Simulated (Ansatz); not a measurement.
HfB₂: experiment and calculation

**Measured values to compare with.**

A printed reference work (data compilation) reports, for a bulk crystal of HfB2: lattice constant a 3.142 Å; lattice constant c 3.477 Å.

Level of theory: Ansatz 0.2.0, DFT PBE, scalar-relativistic, plane waves, PAW.

Cutoff 420 eV; k points 18×18×14 on the computed 3-atom cell (Γ-centred); Gaussian smearing, width 0.10 eV; no spin polarisation.

Relaxed structure:

```
CELL_PARAMETERS angstrom
3.14599 0.00000 0.00000
-1.57299 2.72450 0.00000
0.00000 0.00000 3.48509
ATOMIC_POSITIONS crystal
Hf 0.00000 0.00000 0.00000
B 0.33333 0.66667 0.50000
B 0.66667 0.33333 0.50000
```

| Property | Result |
| --- | --- |
| Space group | P6/mmm (No. 191) |
| Volume per atom | 9.96 Å³ |
| Formation energy from the elements' standard states (uncorrected) | -1.008 eV/atom |
| Kohn–Sham band gap | none (metal) |
| Density of states at the Fermi level | 0.3 states/eV per cell |
| Orbital (Löwdin) character within 0.5 eV of the Fermi level | Hf 5d 70 %, B 2p 27 % |
| Bader charge by site (e) | Hf (1 in the cell) 1.60, B (2 in the cell) -0.80 |

Spin-orbit coupling is left out, which matters for the bands of heavy elements.

A measured lattice constant a of HfB2 is 3.142 Å (a printed reference work (data compilation)); the calculated 3.146 Å exceeds it by 0.1 %. Measured lattice constant c of HfB2: 3.477 Å (a printed reference work (data compilation)). This calculation gives 3.485 Å (+0.2 %). The calculation is for 0 K without zero-point motion.

It was relaxed from a cell as deposited in COD. Löwdin shares on free-atom orbitals overweight diffuse shells.
